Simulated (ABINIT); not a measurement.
A run of ABINIT 10.8.3 (patched build) is set up as follows.

File run.abi:

```
pp_dirpath "./"
pseudos "C.upf, Si.upf"

acell 5.7802887319 5.7802887319 5.7802887319
rprim
     0.0000000000     0.7071067812     0.7071067812
     0.7071067812     0.0000000000     0.7071067812
     0.7071067812     0.7071067812     0.0000000000
ntypat 2
znucl 6 14
natom 2
typat 1 2
xcart
     1.0814480750     1.0814480750     1.0814480750
     0.0000000000     0.0000000000     0.0000000000 Angstrom
chkprim 0
chksymtnons 0
tolsym 1.0e-6

ecut 41.0

kptopt 1
ngkpt 6 6 6
nshiftk 1
shiftk 0.0 0.0 0.0

ixc 7

nband 8
occopt 3
tsmear 0.00183747

nstep 100
tolvrs 1.0e-10

iomode 3
prtwf 0
prtden 0
prteig 0
prtebands 0
enunit 2
```

Potentials or basis: PseudoDojo NC SR LDA v0.4.1 standard.

Launch:

```console
$ abinit run.abi > log 2>&1
```

Problem. Estimate the pressure.

Solution. 0.0 GPa.

Problem. Estimate the band gap on the k mesh.

Solution. 1.30 eV, indirect (least direct gap 4.55 eV).

A k mesh can miss the band edges.
